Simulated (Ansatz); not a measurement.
## BaTiO3 under compression and expansion

```
Ba Ti O
1.0
     3.99980    0.00000    0.00000
     0.00000    3.99980    0.00000
     0.00000    0.00000    4.01800
Ba Ti O
1 1 3
Cartesian
  0.0000 0.0000 0.0000
  1.9999 1.9999 1.9367
  1.9999 1.9999 0.0643
  1.9999 0.0000 2.0693
  0.0000 1.9999 2.0693
```

The geometry is COD entry 2100858, unchecked; take it as a test cell.

No spin–orbit coupling, which matters for the heavy atoms here.

Methods: DFT, PBEsol, all-electron LAPW, scalar-relativistic (Ansatz 0.2.0); DFT, PBEsol, PAW with Ansatz's default frozen-core files, scalar-relativistic (Ansatz 0.2.0).

For LAPW: a Γ-centred 7×7×7 k mesh, Fermi–Dirac smearing of 0.08 eV, basis error target 1 meV/atom, no spin polarisation. PAW takes a cutoff of 420 eV at this cell (files made with PBE, cores remade for this functional). The Ansatz runs share mesh, smearing and spin set-up. Plane-wave (PAW) pressures include the program's estimate of the Pulay term.

The cell above is scaled evenly, with fractional coordinates and shape held.

```tsv
V/V(cell)	V (Å³/atom)	P, LAPW (GPa)	P, PAW (GPa)	gap on the k mesh, LAPW (eV)	free energy over the lowest listed, PAW (meV/atom)
0.9400	12.085	7.90	7.90	2.02	11.9
0.9600	12.342	3.63	3.62	1.98	2.7
0.9800	12.599	-0.19	-0.20	1.93	0.0
0.9900	12.728	-1.94	-1.95	1.91	0.8
1.0000	12.856	-3.60	-3.61	1.89	3.1
1.0100	12.985	-5.17	-5.18	1.87	6.6
1.0200	13.113	-6.65	-6.66	1.85	11.4
1.0400	13.371	-9.38	-9.39	1.80	24.3
1.0600	13.628	-11.81	-11.82	1.76	41.3
```

Question: What do Birch–Murnaghan fits to the pressures give?

Answer: LAPW: V0 = 12.59 Å³/atom, B0 = 178 GPa, B0′ = 4.5; PAW: V0 = 12.59 Å³/atom, B0 = 178 GPa, B0′ = 4.5.

PAW's V0 lies 0.00 % from the all-electron value and its B0 0.1 %. With shape and internal coordinates held, B0 is an upper bound to the relaxed modulus.
